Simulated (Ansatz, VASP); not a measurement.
**TiO2: VASP beside Ansatz**

```xyz
12
Lattice="6.1536 -1.8835 0.0000 6.1536 1.8835 0.0000 -1.9283 0.0000 6.3290" Properties=species:S:1:pos:R:3 pbc="T T T"
Ti   10.4927   -0.0035    1.8619
Ti    1.8583   -0.0078    1.7721
Ti   -0.1371   -0.0236    4.4947
Ti    8.5098    0.0307    4.5788
O     3.8914    0.0126    1.8512
O     1.9451   -0.0136    4.1285
O     8.7381   -0.0083    6.2607
O     8.4032   -0.0229    2.2173
O    10.3446    0.0212    3.9840
O     1.6137    0.0967    0.0723
O     6.5354   -0.0351    4.4553
O    -0.0029    0.0228    2.3654
```

Change from the starting cell: atoms moved at random, drawn with an rms of 0.05 Å.

Alike in both runs: task single point; functional PBE; k mesh 8 × 8 × 4; occupations fermi-dirac, width 0.05 eV; no spin polarisation.

|  | VASP | Ansatz |
| --- | --- | --- |
| version | VASP 6.6.1 | Ansatz 0.2.0 |
| potentials or method | VASP PAW PBE potentials, release 64 (Ti_sv, O) | Ansatz PAW |
| plane-wave cutoff (eV) | 520 | 420 |
| valence electrons in the cell | 96 | 96 |

```tsv
	VASP	Ansatz	Ansatz less VASP
gap on the k mesh at the Fermi level (eV)	2.79	2.81	+0.022
least direct gap on the mesh (eV)	2.96	2.98	+0.022
pressure (GPa)	1.0	0.4	-0.62
largest component of the traceless stress (GPa)	3.00	2.88	-0.120
rms of the force components (eV/Å)	0.698	0.665	-0.0325
```

Atom by atom the forces differ by 0.040 eV/Å (rms over components).

Caveats: the pressure holds a Pulay correction of +0.6 GPa for the finite cutoff (Ansatz). A k mesh can miss the band edges.
